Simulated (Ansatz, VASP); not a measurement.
**H10CO5 in VASP and in Ansatz**

```xyz
16
Lattice="5.4614 0.0000 0.0000 0.0000 5.4614 0.0000 0.0000 0.0000 5.4614" Properties=species:S:1:pos:R:3 pbc="T T T"
O     3.8731    4.0295    6.3292
O     0.8045    0.5063    3.1454
O     4.4751    2.5436    3.8417
O     2.8218    0.7108   -0.6375
O     1.1772    2.2593    0.8771
H     3.5449    4.8432    5.8713
H     4.1724    3.4905    5.5579
H     0.1707    1.1975    3.4722
H     1.0287    0.8541    2.2596
H     3.7767    1.8659    4.0864
H     4.1510    3.0176    3.0540
H     2.3254    1.2733   -0.0047
H     2.0998    0.5219   -1.3214
H     1.2402    4.2953    0.8825
H     1.5755    3.4044    2.5262
C     1.3628    3.3354    1.4320
```

Alike in both runs: functional PBE; dispersion D3(BJ); k mesh 1 × 1 × 1; occupations fermi-dirac, width 0.02 eV; no spin polarisation.

Ansatz relaxed the structure, and its values are those at the end. VASP's run is a single point on that final structure, the one shown.

|  | VASP | Ansatz |
| --- | --- | --- |
| version | VASP 6.6.1 | Ansatz 0.2.0 |
| potentials or method | VASP PAW PBE potentials, release 64 (O, H, C) | scalar-relativistic, plane waves, PAW |
| plane-wave cutoff (eV) | 520 | 420 |
| valence electrons in the cell | 44 | 44 |

```csv
,VASP,Ansatz,Ansatz less VASP
gap on the k mesh at the Fermi level (eV),4.10,4.10,+0.006
rms of the force components (eV/Å),0.122,0.040,-0.0816
dispersion energy (meV/atom),-37.9,-37.9,-0.01
```

Caveats: the standard files for N, O and F lose accuracy on very short bonds. A hybrid or GW would open this gap; PBE tends to underestimate it.
